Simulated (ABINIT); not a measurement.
# Al (Fm-3m) in ABINIT: further runs

Aim: see how the results for Al move with the level of theory and the settings. Levels: WC, LDA, PBE. Tasks: band structure, equation of state.

All numbers are computed with ABINIT 10.8.3 (patched build); they aren't measurements. Logs are shortened: lines on timing, memory, paths and dates and some standing lists are left out, and cuts for length are marked. The log counts tension as positive stress, the text compression.

**What was measured.**

From “The interpretation of polycrystalline coherent inelastic neutron scattering from aluminium”, 2013, pmc:3831299, for a bulk crystal of Al: bulk modulus 76.9 GPa.

How close the calculation comes is told below.

## Step 1: The structure

Symmetry: Fm-3m, No. 225, cubic system. Conventional cell: a = 4.050 Å, b = 4.050 Å, c = 4.050 Å, α = 90.00°, β = 90.00°, γ = 90.00°. Al (site symmetry m-3m) is surrounded by 12 Al at 2.86 Å.

## Step 2: Band structure, WC

Contents of run.abi:

```
ndtset 2

pp_dirpath "./"
pseudos "Al.GGA_PBE-JTH.xml"

acell 2.8635066922 2.8635066922 2.8635066922 Angstrom
rprim
     0.0000000000     0.7071067812     0.7071067812
     0.7071067812     0.0000000000     0.7071067812
     0.7071067812     0.7071067812     0.0000000000
ntypat 1
znucl 13
natom 1
typat 1
xred
     0.0000000000     0.0000000000     0.0000000000

ecut 20.0
pawecutdg 40.0

ixc 23

occopt 3
tsmear 0.05 eV

nstep 100

iomode 3
prtwf 0
prteig 0
prtebands 0
enunit 2
prtden1 1

kptopt1 1
ngkpt1 11 11 11
nshiftk1 1
shiftk1 0.0 0.0 0.0
nband1 6
tolvrs1 1.0e-9

iscf2 -2
getden2 1
nband2 10
nbdbuf2 2
tolwfr2 1.0e-12
kptopt2 -9
ndivsm2 6
prteig2 1
kptbounds2
     0.0000000000     0.0000000000     0.0000000000
     0.5000000000     0.0000000000     0.5000000000
     0.5000000000     0.2500000000     0.7500000000
     0.3750000000     0.3750000000     0.7500000000
     0.0000000000     0.0000000000     0.0000000000
     0.5000000000     0.5000000000     0.5000000000
     0.6250000000     0.2500000000     0.6250000000
     0.5000000000     0.2500000000     0.7500000000
     0.5000000000     0.5000000000     0.5000000000
     0.3750000000     0.3750000000     0.7500000000
```

Potentials or basis: JTH PAW PBE v2.0.

On the command line:

```bash
abinit run.abi > log 2>&1
```

run.abo:

```text
.Version 10.8.3 of ABINIT
 DATASET    1 : space group Fm -3 m (#225); Bravais cF (face-center cubic)
================================================================================
 Values of the parameters that define the memory need for DATASET  1.
     intxc =       0    ionmov =       0      iscf =      17    lmnmax =       8
     lnmax =       4     mgfft =      24  mpssoang =       2    mqgrid =    3001
     natom =       1  nloc_mem =       2    nspden =       1   nspinor =       1
    nsppol =       1      nsym =      48    n1xccc =       1    ntypat =       1
    occopt =       3   xclevel =       2
       mpw =         495          nfft =       13824          nkpt =          56
 PAW method is used; the additional fine FFT grid is defined by:
   mgfftf=        32    nfftf =     32768
================================================================================
================================================================================

 DATASET    2 : space group Fm -3 m (#225); Bravais cF (face-center cubic)
================================================================================
 Values of the parameters that define the memory need for DATASET  2.
     intxc =       0    ionmov =       0      iscf =      -2    lmnmax =       8
     lnmax =       4     mgfft =      24  mpssoang =       2    mqgrid =    3001
     natom =       1  nloc_mem =       2    nspden =       1   nspinor =       1
    nsppol =       1      nsym =      48    n1xccc =       1    ntypat =       1
    occopt =       3   xclevel =       2
       mpw =         513          nfft =       13824          nkpt =         103
 PAW method is used; the additional fine FFT grid is defined by:
   mgfftf=        32    nfftf =     32768
================================================================================
================================================================================

--------------------------------------------------------------------------------
------------- Echo of variables that govern the present computation ------------
--------------------------------------------------------------------------------
 -outvars: echo values of preprocessed input variables --------
            acell      5.4112434080E+00  5.4112434080E+00  5.4112434080E+00 Bohr
              amu      2.69815390E+01
             ecut      2.00000000E+01 Hartree
           enunit           2
           getden1          0
           getden2          1
             iscf1         17
             iscf2         -2
                       outvar_i_n : Printing only first  50 k-points.
              ixc          23
           jdtset        1    2
                       outvar_i_n : Printing only first  50 k-points.
           kptopt1          1
           kptopt2         -9
         kptrlatt       11    0    0      0   11    0      0    0   11
          kptrlen1     5.95236775E+01
          kptrlen2     3.00000000E+01
            natom           1
            nband1          6
            nband2         10
           nbdbuf1          0
           nbdbuf2          2
           ndtset           2
           ndivsm1          0
           ndivsm2          6
            ngfft          24      24      24
          ngfftdg          32      32      32
             nkpt1         56
             nkpt2        103
            nstep         100
             nsym          48
           ntypat           1
                       prtocc : prtvol=0, do not print more k-points.
           occopt           3
        pawecutdg      4.00000000E+01 Hartree
         pawxcdev           0
        prtebands           0
           prteig1          0
           prteig2          1
            prtwf           0
            rprim      0.0000000000E+00  7.0710678120E-01  7.0710678120E-01
                       7.0710678120E-01  0.0000000000E+00  7.0710678120E-01
                       7.0710678120E-01  7.0710678120E-01  0.0000000000E+00
           shiftk1     0.00000000E+00  0.00000000E+00  0.00000000E+00
           shiftk2     5.00000000E-01  5.00000000E-01  5.00000000E-01
          spgroup         225
           tolvrs1     1.00000000E-09
           tolvrs2     0.00000000E+00
           tolwfr1     0.00000000E+00
           tolwfr2     1.00000000E-12
           tsmear      1.83746611E-03 Hartree
            typat      1
           useylm           1
                       outvars : Printing only first  50 k-points.
            znucl       13.00000

================================================================================
[... 8 lines left out ...]
--- !DatasetInfo
iteration_state: {dtset: 1, }
dimensions: {natom: 1, nkpt: 56, mband: 6, nsppol: 1, nspinor: 1, nspden: 1, mpw: 495, }
cutoff_energies: {ecut:  20.0, pawecutdg:  40.0, }
electrons: {nelect:   3.00000000E+00, charge:   0.00000000E+00, occopt:   3.00000000E+00, tsmear:   1.83746611E-03, }
[... 52 lines left out ...]
cartesian_stress_tensor: null
pressure_GPa: null
xred      :
- [  0.0000E+00,   0.0000E+00,   0.0000E+00, Al]
cartesian_forces: null
force_length_stats: {min: null, max: null, mean: null, }
...

 Integrated electronic density in atomic spheres:
 ------------------------------------------------
 Atom  Sphere_radius  Integrated_density
    1        1.90363          0.73594806

================================================================================

 ----iterations are completed or convergence reached----

 Mean square residual over all n,k,spin=   36.142E-14; max=  98.773E-14
 reduced coordinates (array xred) for    1 atoms
       0.000000000000      0.000000000000      0.000000000000

 cartesian coordinates (angstrom) at end:
    1      0.00000000000000     0.00000000000000     0.00000000000000
 length scales=  5.411243407962  5.411243407962  5.411243407962 bohr
              =  2.863506692200  2.863506692200  2.863506692200 angstroms
 Eigenvalues (hartree) for nkpt= 103  k points:
 kpt#   1, nband= 10, wtk=  1.00000, kpt=  0.0000  0.0000  0.0000 (reduced coord)
  -0.08755    0.78395    0.78395    0.78395    0.83271    0.83271    0.83271    0.92508
   1.03179    1.03179
 kpt#   2, nband= 10, wtk=  1.00000, kpt=  0.0294  0.0000  0.0294 (reduced coord)
  -0.08641    0.76826    0.76826    0.77492    0.82990    0.85015    0.85015    0.93645
   1.01630    1.03295
 kpt#   3, nband= 10, wtk=  1.00000, kpt=  0.0588  0.0000  0.0588 (reduced coord)
  -0.08297    0.74161    0.74161    0.75349    0.82193    0.88179    0.88179    0.96475
   0.97665    1.03612
 kpt#   4, nband= 10, wtk=  1.00000, kpt=  0.0882  0.0000  0.0882 (reduced coord)
  -0.07724    0.71454    0.71454    0.72746    0.80989    0.91703    0.91703    0.92570
   1.00226    1.04145
 kpt#   5, nband= 10, wtk=  1.00000, kpt=  0.1176  0.0000  0.1176 (reduced coord)
  -0.06923    0.68869    0.68869    0.70057    0.79509    0.87069    0.95400    0.95400
   1.04516    1.04881
 kpt#   6, nband= 10, wtk=  1.00000, kpt=  0.1471  0.0000  0.1471 (reduced coord)
  -0.05896    0.66450    0.66450    0.67442    0.77857    0.81474    0.99194    0.99194
[... 277 lines left out ...]
 kpt#  99, nband= 10, wtk=  1.00000, kpt=  0.4250  0.4250  0.6500 (reduced coord)
   0.19352    0.20240    0.45338    0.60491    0.67208    0.94844    1.01397    1.07771
   1.16510    1.18113
 kpt# 100, nband= 10, wtk=  1.00000, kpt=  0.4125  0.4125  0.6750 (reduced coord)
   0.20837    0.21749    0.40788    0.59029    0.65627    0.99044    0.99477    1.09252
   1.15294    1.23963
 kpt# 101, nband= 10, wtk=  1.00000, kpt=  0.4000  0.4000  0.7000 (reduced coord)
   0.22526    0.23431    0.36514    0.57780    0.64242    0.96201    1.03401    1.11949
   1.14219    1.28732
 kpt# 102, nband= 10, wtk=  1.00000, kpt=  0.3875  0.3875  0.7250 (reduced coord)
   0.24314    0.25196    0.32718    0.56746    0.63064    0.92740    1.07850    1.13335
   1.14549    1.32006
 kpt# 103, nband= 10, wtk=  1.00000, kpt=  0.3750  0.3750  0.7500 (reduced coord)
   0.25108    0.27055    0.30480    0.55926    0.62101    0.89338    1.11691    1.13299
   1.16666    1.34356
 Eigenvalues (   eV  ) for nkpt= 103  k points:
 kpt#   1, nband= 10, wtk=  1.00000, kpt=  0.0000  0.0000  0.0000 (reduced coord)
  -2.38244   21.33238   21.33238   21.33238   22.65914   22.65914   22.65914   25.17271
  28.07656   28.07656
 kpt#   2, nband= 10, wtk=  1.00000, kpt=  0.0294  0.0000  0.0294 (reduced coord)
  -2.35122   20.90555   20.90555   21.08674   22.58280   23.13367   23.13367   25.48218
  27.65488   28.10789
 kpt#   3, nband= 10, wtk=  1.00000, kpt=  0.0588  0.0000  0.0588 (reduced coord)
  -2.25765   20.18026   20.18026   20.50352   22.36578   23.99465   23.99465   26.25226
  26.57590   28.19419
 kpt#   4, nband= 10, wtk=  1.00000, kpt=  0.0882  0.0000  0.0882 (reduced coord)
  -2.10184   19.44369   19.44369   19.79518   22.03833   24.95363   24.95363   25.18960
  27.27288   28.33937
 kpt#   5, nband= 10, wtk=  1.00000, kpt=  0.1176  0.0000  0.1176 (reduced coord)
  -1.88398   18.74026   18.74026   19.06359   21.63547   23.69267   25.95965   25.95965
  28.44030   28.53970
 kpt#   6, nband= 10, wtk=  1.00000, kpt=  0.1471  0.0000  0.1471 (reduced coord)
  -1.60434   18.08188   18.08188   18.35202   21.18590   22.17019   26.99210   26.99210
[... 278 lines left out ...]
   5.26602    5.50755   12.33717   16.46055   18.28819   25.80825   27.59149   29.32608
  31.70401   32.14020
 kpt# 100, nband= 10, wtk=  1.00000, kpt=  0.4125  0.4125  0.6750 (reduced coord)
   5.67009    5.91808   11.09905   16.06253   17.85799   26.95114   27.06901   29.72889
  31.37306   33.73206
 kpt# 101, nband= 10, wtk=  1.00000, kpt=  0.4000  0.4000  0.7000 (reduced coord)
   6.12976    6.37593    9.93606   15.72287   17.48109   26.17763   28.13682   30.46278
  31.08054   35.02983
 kpt# 102, nband= 10, wtk=  1.00000, kpt=  0.3875  0.3875  0.7250 (reduced coord)
   6.61631    6.85608    8.90294   15.44148   17.16071   25.23581   29.34755   30.83998
  31.17038   35.92072
 kpt# 103, nband= 10, wtk=  1.00000, kpt=  0.3750  0.3750  0.7500 (reduced coord)
   6.83222    7.36191    8.29408   15.21828   16.89866   24.31002   30.39261   30.83030
  31.74632   36.56020

== END DATASET(S) ==============================================================
================================================================================

 -outvars: echo values of variables after computation  --------
            acell      5.4112434080E+00  5.4112434080E+00  5.4112434080E+00 Bohr
           etotal1    -2.1028983430E+00
            fcart1    -0.0000000000E+00 -0.0000000000E+00 -0.0000000000E+00
            rprim      0.0000000000E+00  7.0710678120E-01  7.0710678120E-01
                       7.0710678120E-01  0.0000000000E+00  7.0710678120E-01
                       7.0710678120E-01  7.0710678120E-01  0.0000000000E+00
           strten1     4.9103339743E-05  4.9103339743E-05  4.9103339743E-05
                       0.0000000000E+00  0.0000000000E+00  0.0000000000E+00
 Calculation completed.
```

It took 8.4 s on 1 thread of Arm Neoverse V2, shared host; peak memory 0.11 GiB.

Results:

* Free energy: -57.2228 eV
* Pressure: -1.4 GPa
* Band gap on the k mesh: none (metal or under the smearing width)
* Valence electrons inside the program's atomic spheres: Al 0.74 (radii [1.0074] Å)

Levels at the corners of the path, in eV from the Fermi level:
| point | band 1 | band 2 | band 3 | band 4 | band 5 | band 6 | band 7 |
| --- | --- | --- | --- | --- | --- | --- | --- |
| Γ | -11.11 | 12.61 | 12.61 | 12.61 | 13.94 | 13.94 | 13.94 |
| X | -2.93 | -1.61 | 5.29 | 5.53 | 5.53 | 8.99 | 25.27 |
| W | -0.85 | -0.85 | 0.18 | 1.03 | 15.77 | 15.77 | 16.22 |
| K | -1.89 | -1.36 | -0.43 | 6.50 | 8.18 | 15.59 | 21.67 |
| Γ | -11.11 | 12.61 | 12.61 | 12.61 | 13.94 | 13.94 | 13.94 |
| L | -4.58 | -4.39 | 11.27 | 11.27 | 11.46 | 11.46 | 15.10 |
| U | -1.89 | -1.36 | -0.43 | 6.50 | 8.18 | 15.59 | 21.67 |
| W | -0.85 | -0.85 | 0.18 | 1.03 | 15.77 | 15.77 | 16.22 |
| L | -4.58 | -4.39 | 11.27 | 11.27 | 11.46 | 11.46 | 15.10 |
| K | -1.89 | -1.36 | -0.43 | 6.50 | 8.18 | 15.59 | 21.67 |

Caveat: the PAW data sets were made with another functional, which shifts forces and pressure a little.

## Step 3: Equation of state, LDA

Contents of run.abi:

```
# Datasets: one volume each
ndtset 7
getwfk -1
scalecart1 3*0.9795861087
scalecart2 3*0.9864848297
scalecart3 3*0.9932883884
scalecart4 3*1.0000000000
scalecart5 3*1.0066227096
scalecart6 3*1.0131594038
scalecart7 3*1.0196128224

# Pseudopotentials
pp_dirpath "./"
pseudos "Al.LDA_PW-JTH.xml"

# Structure
acell 5.4112434042 5.4112434042 5.4112434042
rprim
     0.0000000000     0.7071067812     0.7071067812
     0.7071067812     0.0000000000     0.7071067812
     0.7071067812     0.7071067812     0.0000000000
ntypat 1
znucl 13
natom 1
typat 1
xred
     0.0000000000     0.0000000000     0.0000000000

# Plane-wave basis
ecut 15.0
pawecutdg 30.0

# k points
kptopt 1
ngkpt 11 11 11
nshiftk 1
shiftk 0.0 0.0 0.0

# Exchange and correlation
ixc 7

# Bands and occupations
nband 6
occopt 3
tsmear 0.00183747

# SCF cycle
nstep 100
tolvrs 1.0e-9

# Output
iomode 3
prtwf 1
prtden 0
prteig 0
prtebands 0
```

Potentials or basis: JTH PAW LDA v2.0.

On the command line:

```bash
abinit run.abi > log 2>&1
```

It took 8.8 s on 1 thread of Arm Neoverse V2, shared host; peak memory 0.11 GiB.

The run converged. Its results:

* Equilibrium volume: 15.82 Å³/atom
* Bulk modulus: 85 GPa
* Pressure derivative of the bulk modulus: 4.6

Energy against volume, from the lowest point:
| volume (Å³/atom) | energy (meV/atom) |
| --- | --- |
| 15.607 | 0.58 |
| 15.939 | 0.00 |
| 16.271 | 3.01 |
| 16.603 | 9.18 |
| 16.935 | 18.09 |
| 17.267 | 29.58 |
| 17.599 | 43.25 |

Caveat: pressures at fixed basis lie under the slope of the energies.

## Step 4: Band structure, PBE

Contents of run.abi:

```
# Datasets: ground state, then fixed potential
ndtset 2

# Pseudopotentials
pp_dirpath "./"
pseudos "Al.upf"

# Structure
acell 5.4112434042 5.4112434042 5.4112434042
rprim
     0.0000000000     0.7071067812     0.7071067812
     0.7071067812     0.0000000000     0.7071067812
     0.7071067812     0.7071067812     0.0000000000
ntypat 1
znucl 13
natom 1
typat 1
xred
     0.0000000000     0.0000000000     0.0000000000

# Plane-wave basis
ecut 544.227725 eV

# Exchange and correlation
ixc 11

# Bands and occupations
occopt 3
tsmear 0.00183747

# SCF cycle
nstep 100

# Output
iomode 3
prtwf 0
prteig 0
prtebands 0
enunit 2
prtden1 1
prtvha1 1
prtvclmb1 1
prtpot1 1
prtelf1 1

# Dataset 1
kptopt1 1
ngkpt1 11 11 11
nshiftk1 1
shiftk1 0.0 0.0 0.0
nband1 6
tolvrs1 1.0e-10

# Dataset 2: bands along G-X-W-K-G-L-U-W-L-K
iscf2 -2
getden2 1
nband2 10
nbdbuf2 2
tolwfr2 1.0e-12
kptopt2 -9
ndivsm2 8
prteig2 1
kptbounds2
     0.0000000000     0.0000000000     0.0000000000
     0.5000000000     0.0000000000     0.5000000000
     0.5000000000     0.2500000000     0.7500000000
     0.3750000000     0.3750000000     0.7500000000
     0.0000000000     0.0000000000     0.0000000000
     0.5000000000     0.5000000000     0.5000000000
     0.6250000000     0.2500000000     0.6250000000
     0.5000000000     0.2500000000     0.7500000000
     0.5000000000     0.5000000000     0.5000000000
     0.3750000000     0.3750000000     0.7500000000
```

Potentials or basis: PseudoDojo NC SR PBE v0.5 standard.

On the command line:

```bash
abinit run.abi > log 2>&1
```

It took 11 s on 1 thread of Arm Neoverse V2, shared host; peak memory 0.11 GiB.

Results (log left out):

```
Free energy                                           : -63.0747 eV
Pressure                                              : -0.7 GPa
Band gap on the k mesh                                : none (metal or under the smearing width)
Valence electrons inside the program's atomic spheres : Al 0.87 (radii [1.0584] Å)
```

Levels at the corners of the path, in eV from the Fermi level:
```csv
point,band 1,band 2,band 3,band 4,band 5,band 6
Γ,-11.11,12.57,12.57,12.57,13.99,13.99
X,-2.93,-1.61,5.24,5.55,5.55,8.99
W,-0.85,-0.85,0.17,1.07,15.75,15.75
K,-1.89,-1.36,-0.42,6.52,8.16,15.59
Γ,-11.11,12.57,12.57,12.57,13.99,13.99
L,-4.59,-4.38,11.32,11.32,11.41,11.41
U,-1.89,-1.36,-0.42,6.52,8.16,15.59
W,-0.85,-0.85,0.17,1.07,15.75,15.75
L,-4.59,-4.38,11.32,11.32,11.41,11.41
K,-1.89,-1.36,-0.42,6.52,8.16,15.59
```

## Step 5: Overview

| task | level | potentials or basis | cutoff (eV) | fine-grid cutoff | gap on the mesh (eV) | pressure (GPa) |
| --- | --- | --- | --- | --- | --- | --- |
| band structure | WC | JTH PAW PBE v2.0 | 544 | 1088.46 eV | none | -1.4 |
| equation of state | LDA | JTH PAW LDA v2.0 | 408 | 816.342 eV | - | - |
| band structure | PBE | PseudoDojo NC SR PBE v0.5 standard | 544 | - | none | -0.7 |

Alike in all rows: no spin polarisation; cell as given; k mesh 11 × 11 × 11; smearing fermi-dirac 0.05 eV.

Caveats: the PAW data sets were made with another functional, which shifts forces and pressure a little (some runs); pressures at fixed basis lie under the slope of the energies (some runs).

Total energies depend on the potentials used, so only differences within one code and one set of settings carry meaning.

## Step 6: Against experiment

Step 3. Against the measured bulk modulus of Al, 76.9 GPa (quoted in “The interpretation of polycrystalline coherent inelastic neutron scattering from aluminium”, 2013, pmc:3831299), the calculated 85 GPa is off by +10.5 %. The fit is for a static lattice scaled at fixed shape and fixed fractional positions. The cell as given is a measured one (16.60 Å³/atom); LDA puts the equilibrium volume -4.7 % from it, thermal expansion not counted.
